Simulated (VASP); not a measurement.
# ZnS (F-43m) in VASP: dielectric tensor with r2SCAN

Aim: the dielectric tensor of ZnS with r2SCAN.

Program: VASP 6.6.1. These are calculated values, not measurements. Logs are shortened: lines on timing, memory, paths and dates and some standing lists are left out, and cuts for length are marked.

**Experimental background.**

From “Electronic, vibrational, and thermodynamic properties of ZnS (zincblende and rocksalt structure)”, 2009, arxiv:0911.5022, for a bulk crystal of ZnS at 19 K: band gap 3.85 eV (direct).

A printed reference work, monograph reports, for a bulk crystal of ZnS: high-frequency dielectric constant 5.14.

How close the calculation comes is told below.

### Step 1. The crystal as given

Symmetry: F-43m, No. 216, cubic system. Conventional cell: a = 5.361 Å, b = 5.361 Å, c = 5.361 Å, α = 90.00°, β = 90.00°, γ = 90.00°. Zn (site symmetry -43m) has 4 S at 2.32 Å as nearest neighbours. S (site symmetry -43m) has 4 Zn at 2.32 Å as nearest neighbours.

The cell is a database's computed one.

### Step 2. Dielectric tensor, r2SCAN

File INCAR:

```
SYSTEM = ZnS
  ALGO = Normal
  EDIFF = 1E-8
  ENCUT = 520
  ISIF = 2
  ISMEAR = 0
  LASPH = .TRUE.
  LCALCEPS = .TRUE.
  LCHARG = .FALSE.
  LMIXTAU = .TRUE.
  LREAL = .FALSE.
  LWAVE = .FALSE.
  METAGGA = R2SCAN
  NELM = 80
  PREC = Accurate
  SIGMA = 0.02
```

File KPOINTS:

```
k-points
0
G
  10 10 10
  0 0 0
```

File POSCAR:

```
ZnS
1.0
    0.0000000000      2.6804000000      2.6804000000
    2.6804000000      0.0000000000      2.6804000000
    2.6804000000      2.6804000000      0.0000000000
Zn S
1 1
Direct
    0.0000000000      0.0000000000      0.0000000000
    0.7500000000      0.7500000000      0.7500000000
```

Potentials or basis: VASP PAW PBE potentials, release 64 (Zn, S).

The run is started by

```bash
$ cat potpaw_PBE.64/Zn/POTCAR potpaw_PBE.64/S/POTCAR > POTCAR
$ mpirun -np 1 vasp_std > vasp.out
```

OUTCAR:

```text
SYSTEM = ZnS
   EDIFF = 1E-8
   ENCUT = 520
   ISIF = 2
   ISMEAR = 0
   LASPH = .TRUE.
   LREAL = .FALSE.
   METAGGA = R2SCAN
   NELM = 80
   PREC = Accurate

 ion  position               nearest neighbor table
   1  0.000  0.000  0.000-   2 2.32   2 2.32   2 2.32   2 2.32
   2  0.750  0.750  0.750-   1 2.32   1 2.32   1 2.32   1 2.32

  LATTYP: Found a face centered cubic cell.
 ALAT       =     5.3608000000

  Lattice vectors:

 A1 = (   0.0000000000,   2.6804000000,   2.6804000000)
 A2 = (   2.6804000000,   0.0000000000,   2.6804000000)
 A3 = (   2.6804000000,   2.6804000000,   0.0000000000)

Analysis of symmetry for initial positions (statically):
=====================================================================
 Subroutine PRICEL returns:
 Original cell was already a primitive cell.

 Routine SETGRP: Setting up the symmetry group for a
 face centered cubic supercell.

 Subroutine GETGRP returns: Found 24 space group operations
 (whereof 24 operations were pure point group operations)
 out of a pool of 48 trial point group operations.

The static configuration has the point symmetry T_d .

Analysis of symmetry for dynamics (positions and initial velocities):
=====================================================================
 Subroutine PRICEL returns:
 Original cell was already a primitive cell.

 Routine SETGRP: Setting up the symmetry group for a
 face centered cubic supercell.

 Subroutine GETGRP returns: Found 24 space group operations
 (whereof 24 operations were pure point group operations)
 out of a pool of 48 trial point group operations.

The dynamic configuration has the point symmetry T_d .

 Subroutine INISYM returns: Found 24 space group operations
 (whereof 24 operations are pure point group operations),
 and found     1 'primitive' translations

----------------------------------------------------------------------------------------

                                     Primitive cell

  volume of cell :      38.5149

  direct lattice vectors                    reciprocal lattice vectors
     0.000000000  2.680400000  2.680400000    -0.186539322  0.186539322  0.186539322
     2.680400000  0.000000000  2.680400000     0.186539322 -0.186539322  0.186539322
     2.680400000  2.680400000  0.000000000     0.186539322  0.186539322 -0.186539322

  length of vectors
     3.790658033  3.790658033  3.790658033     0.323095584  0.323095584  0.323095584

  position of ions in fractional coordinates (direct lattice)
     0.000000000  0.000000000  0.000000000
     0.750000000  0.750000000  0.750000000

  ion indices of the primitive-cell ions
   primitive index   ion index
                 1           1
                 2           2

----------------------------------------------------------------------------------------

 KPOINTS: k-points

Automatic generation of k-mesh.
 Grid dimensions read from file:
 generate k-points for:   10   10   10

 Generating k-lattice:

  Cartesian coordinates                     Fractional coordinates (reciprocal lattice)
    -0.018653932  0.018653932  0.018653932     0.100000000  0.000000000  0.000000000
     0.018653932 -0.018653932  0.018653932     0.000000000  0.100000000  0.000000000
     0.018653932  0.018653932 -0.018653932     0.000000000  0.000000000  0.100000000

  Length of vectors
     0.032309558  0.032309558  0.032309558

  Shift w.r.t. Gamma in fractional coordinates (k-lattice)
     0.000000000  0.000000000  0.000000000

 Subroutine IBZKPT returns following result:
 ===========================================

 Found     47 irreducible k-points:

 Following reciprocal coordinates:
            Coordinates               Weight
  0.000000  0.000000  0.000000      1.000000
  0.100000  0.000000  0.000000      8.000000
  0.200000  0.000000  0.000000      8.000000
  0.300000  0.000000  0.000000      8.000000
  0.400000  0.000000  0.000000      8.000000
  0.500000  0.000000  0.000000      4.000000
[... 16 lines left out ...]
  0.300000  0.300000  0.000000      6.000000
  0.400000  0.300000  0.000000     24.000000
 [... further k-points ...]
   k-points           NKPTS =     47   k-points in BZ     NKDIM =     47   number of bands    NBANDS=     13
   number of dos      NEDOS =    301   number of ions     NIONS =      2
   total plane-waves  NPLWV =  21952
   dimension x,y,z NGX =    28 NGY =   28 NGZ =   28
   dimension x,y,z NGXF=    56 NGYF=   56 NGZF=   56
   ions per type =               1   1
   NGX,Y,Z   is equivalent  to a cutoff of  12.28, 12.28, 12.28 a.u.
   NGXF,Y,Z  is equivalent  to a cutoff of  24.56, 24.56, 24.56 a.u.
 SYSTEM =  ZnS
   PREC   = accura    normal or accurate (medium, high low for compatibility)
   ISTART =      0    job   : 0-new  1-cont  2-samecut
   ICHARG =      2    charge: 1-file 2-atom 10-const
   ISPIN  =      1    spin polarized calculation?
   LNONCOLLINEAR =      F non collinear calculations
   LSORBIT =      F    spin-orbit coupling
   LASPH  =      T    aspherical Exc in radial PAW
   ENCUT  =  520.0 eV  38.22 Ry    6.18 a.u.   7.05  7.05  7.05*2*pi/ulx,y,z
   NELM   =     80;   NELMIN=  2; NELMDL= -5     # of ELM steps
   EDIFF  = 0.1E-07   stopping-criterion for ELM
   LREAL  =      F    real-space projection
   EDIFFG = 0.1E-06   stopping-criterion for IOM
   NSW    =      0    number of steps for IOM
   IBRION =     -1    ionic relax: 0-MD 1-quasi-New 2-CG
   NFREE  =      0    steps in history (QN), initial steepest desc. (CG)
   ISIF   =      2    stress and relaxation
   ISYM   =      2    0-nonsym 1-usesym 2-fastsym
   POTIM  = 0.5000    time-step for ionic-motion
   TEBEG  =    0.0;   TEEND  =   0.0 temperature during run
   PSTRESS=    0.0 pullay stress
   NELECT =      18.0000    total number of electrons
   NUPDOWN=      -1.0000    fix difference up-down
   EMIN   =  10.00;   EMAX   =-10.00  energy-range for DOS
   EFERMI =   0.00;   METHOD = LEGACY
   ISMEAR =     0;   SIGMA  =   0.02  broadening in eV -4-tet -1-fermi 0-gaus
   EFERMI_NEDOS =   21; number of points for ismear=-14 and -15
   IALGO  =     38    algorithm
   IMIX   =      4    mixing-type and parameters
     AMIX     =   0.40;   BMIX     =  1.00
     AMIX_MAG =   1.60;   BMIX_MAG =  1.00
  volume/ion in A,a.u.               =      19.26       129.96
  Fermi-wavevector in a.u.,A,eV,Ry     =   1.270446  2.400794 21.960237  1.614032
  Thomas-Fermi vector in A             =   2.403432
   LORBIT       =      0    0 simple, 1 ext, 2 COOP (PROOUT), +10 PAW based schemes
   METAGGA = R2SCAN    functional components
   LHFCALC =     F    Hartree Fock is set to
   AEXX    =    0.0000 exact exchange contribution
   IVDW    =     0    specifies the selected vdW correction
   LEPSILON=     F    determine dielectric tensor
   LRPA    =     F    only Hartree local field effects (RPA)
   LRPA       =     F
 non-spin polarized calculation
 Gauss-broadening in eV      SIGMA  =   0.02
  energy-cutoff  :      520.00
  volume of cell :       38.51
 maximum number of plane-waves:      1056
   NGX = 15   NGY = 15   NGZ = 15

 Total electronic dipole moment: p[elc]=(    -0.00157    -0.00157    -0.00157 ) |e| Angst

 number of electron      18.0000015 magnetization

 Free energy of the ion-electron system (eV)
  ---------------------------------------------------
  ext. energy  EPLUGINS =         0.00000000
  ---------------------------------------------------
  free energy    TOTEN  =       -18.86408885 eV

  energy without entropy =      -18.86408885  energy(sigma->0) =      -18.86408885

 E-fermi :   2.1452     XC(G=0): -10.4067

 val. band max:        2.0604693773   @ k =   0.0000   0.0000   0.0000
 cond. band min:   10000.0000000000   @ k =   0.0000   0.0000   0.0000
 fundamental gap:   9997.9395306227
 Fermi energy:         2.1451694609

 k-point     1 :       0.0000    0.0000    0.0000
  band No.  band energies     occupation
      1     -11.7917      2.00000
      2      -4.5390      2.00000
      3      -4.5385      2.00000
      4      -4.5381      2.00000
      5      -3.9612      2.00000
      6      -3.9612      2.00000
      7       2.0603      2.00000
      8       2.0604      2.00000
      9       2.0605      2.00000
     10   10000.0000      0.00000
     11   10000.0000      0.00000
     12   10000.0000      0.00000
     13   10000.0000      0.00000

 k-point     2 :       0.1000    0.0000    0.0000
  band No.  band energies     occupation
      1     -11.7111      2.00000
      2      -4.5381      2.00000
      3      -4.5237      2.00000
      4      -4.5231      2.00000
      5      -3.9625      2.00000
      6      -3.9625      2.00000
      7       1.2889      2.00000
      8       1.9570      2.00000
      9       1.9571      2.00000
     10   10000.0000      0.00000
     11   10000.0000      0.00000
     12   10000.0000      0.00000
     13   10000.0000      0.00000

 k-point     3 :       0.2000    0.0000    0.0000
  band No.  band energies     occupation
      1     -11.4886      2.00000
      2      -4.5189      2.00000
      3      -4.4856      2.00000
      4      -4.4851      2.00000
      5      -3.9626      2.00000
      6      -3.9625      2.00000
      7      -0.1233      2.00000
      8       1.7056      2.00000
      9       1.7057      2.00000
     10   10000.0000      0.00000
     11   10000.0000      0.00000
     12   10000.0000      0.00000
     13   10000.0000      0.00000
[... 305 lines left out ...]
 k-point    23 :       0.3000    0.3000    0.0000
  band No.  band energies     occupation
      1     -10.9827      2.00000
      2      -4.5909      2.00000
      3      -4.3170      2.00000
      4      -4.3160      2.00000
      5      -3.9960      2.00000
      6      -3.9069      2.00000
      7      -1.1229      2.00000
      8       0.4022      2.00000
      9       0.4023      2.00000
     10   10000.0000      0.00000
     11   10000.0000      0.00000
     12   10000.0000      0.00000
     13   10000.0000      0.00000

 k-point    24 :       0.4000    0.3000    0.0000
  band No.  band energies     occupation
      1     -10.7669      2.00000
      2      -4.5527      2.00000
      3      -4.2663      2.00000
      4      -4.2539      2.00000
      5      -3.9404      2.00000
      6      -3.8987      2.00000
      7      -1.7898      2.00000
      8      -0.0469      2.00000
      9       0.1677      2.00000
     10   10000.0000      0.00000
     11   10000.0000      0.00000
     12   10000.0000      0.00000
     13   10000.0000      0.00000

 [... further k-points ...]

------------------------ aborting loop because EDIFF is reached ----------------------------------------

            Ionic dipole moment: p[ion]=(    -8.04120    -8.04120    -8.04120 ) |e| Angst

 Total electronic dipole moment: p[elc]=(    -0.00157    -0.00157     0.00778 ) |e| Angst

 MACROSCOPIC STATIC DIELECTRIC TENSOR (including local field effects)
 ------------------------------------------------------
           5.394069     0.000000     0.000000
          -0.000000     5.394069     0.000000
          -0.000000    -0.000000     5.394069
 ------------------------------------------------------

 PIEZOELECTRIC TENSOR (including local field effects) (e Angst)
          XX          YY          ZZ          XY          YZ          ZX
  --------------------------------------------------------------------------------
  x     0.00000     0.00000     0.00000     0.00000     1.57481     0.00000
  y     0.00000    -0.00000     0.00000    -0.00000     0.00000     1.57481
  z    -0.00000    -0.00000     0.00000     1.57481     0.00000     0.00000

 PIEZOELECTRIC TENSOR (including local field effects) (C/m^2)
          XX          YY          ZZ          XY          YZ          ZX
  --------------------------------------------------------------------------------
  x     0.00000     0.00000     0.00000     0.00000     0.65510     0.00000
  y     0.00000    -0.00000     0.00000    -0.00000     0.00000     0.65510
  z    -0.00000    -0.00000     0.00000     0.65510     0.00000     0.00000

 BORN EFFECTIVE CHARGES (including local field effects) (in |e|, cummulative output)
 ---------------------------------------------------------------------------------
 ion    1
    1     1.97291    -0.00000    -0.00000
    2     0.00000     1.97291     0.00000
    3    -0.00000     0.00000     1.97291
 ion    2
    1    -1.97291     0.00000     0.00000
    2    -0.00000    -1.97291    -0.00000
    3     0.00000    -0.00000    -1.97291

  FORCE on cell =-STRESS in cart. coord.  units (eV):
  Direction    XX          YY          ZZ          XY          YZ          ZX
  --------------------------------------------------------------------------------------
  -------------------------------------------------------------------------------------
  Total        0.3115639      0.3115639      0.3115639     -0.0000000     -0.0000000     -0.0000000
  in kB       12.9607115     12.9607115     12.9607115     -0.0000000     -0.0000000     -0.0000000
  external PRESSURE =      12.9607115 kB  Pullay stress =       0.0000000 kB

 VOLUME and BASIS-vectors are now :
 -----------------------------------------------------------------------------
  energy-cutoff  :      520.00
  volume of cell :       38.51
      direct lattice vectors                 reciprocal lattice vectors
     0.000000000  2.680400000  2.680400000    -0.186539322  0.186539322  0.186539322
     2.680400000  0.000000000  2.680400000     0.186539322 -0.186539322  0.186539322
     2.680400000  2.680400000  0.000000000     0.186539322  0.186539322 -0.186539322

 POSITION                                       TOTAL-FORCE (eV/Angst)
 -----------------------------------------------------------------------------------
      0.00000      0.00000      0.00000        -0.000000     -0.000000     -0.000000
      4.02060      4.02060      4.02060         0.000000      0.000000      0.000000
 -----------------------------------------------------------------------------------
    total drift:                               -0.000011     -0.000011     -0.000010

  FREE ENERGIE OF THE ION-ELECTRON SYSTEM (eV)
  ---------------------------------------------------
  free  energy   TOTEN  =       -18.8640888470 eV

  energy  without entropy=      -18.8640888470  energy(sigma->0) =      -18.86408885
```

It took 49 min on 1 thread of Intel Xeon 6975P-C (Granite Rapids), shared host; peak memory 0.69 GiB.

What came out:

```
Band gap on the k mesh                  : 2.79 eV, direct
Electronic dielectric tensor (diagonal) : 5.39
Born charges (mean of the diagonal)     : Zn +1.97; S -1.97 e
```

Levels at points of the mesh, in eV from the valence-band top:
| k point | band 7 | band 8 | band 9 | band 10 | band 11 | band 12 |
| --- | --- | --- | --- | --- | --- | --- |
| (0.00, 0.00, 0.00) | 0.00 | 0.00 | 0.00 | 2.79 | 6.88 | 6.88 |
| (0.50, 0.00, 0.00) | -5.56 | -0.92 | -0.92 | 3.87 | 7.38 | 7.38 |
| (0.50, 0.50, 0.00) | -4.71 | -2.37 | -2.37 | 3.67 | 4.48 | 11.95 |

Electronic dielectric tensor:
```
5.39 0.00 0.00
0.00 5.39 0.00
0.00 0.00 5.39
```

Born effective charge tensors (e):
atom 1, Zn
```
1.97 0.00 0.00
0.00 1.97 0.00
0.00 0.00 1.97
```
atom 2, S
```
-1.97  0.00  0.00
 0.00 -1.97  0.00
 0.00  0.00 -1.97
```

Dipole moments of the cell (e·Å, modulo the quantum): ionic -8.041, -8.041, -8.041; electronic -0.002, -0.002, 0.008

Caveat: the PAW data sets were made with another functional, which shifts forces and pressure a little.

### Step 3. Comparison with measurements

Step 2. Against the measured gap of ZnS, 3.85 eV (direct; 19 K; quoted in “Electronic, vibrational, and thermodynamic properties of ZnS (zincblende and rocksalt structure)”, 2009, arxiv:0911.5022), the calculated 2.79 eV is off by -1.06 eV. The value is that of r2SCAN, without temperature or zero-point motion. The cell is a database's relaxed one, not the measured one, which moves gaps too. Measured high-frequency dielectric constant of ZnS: 5.14 (a printed reference work, monograph). This calculation gives 5.39 (+4.9 %).
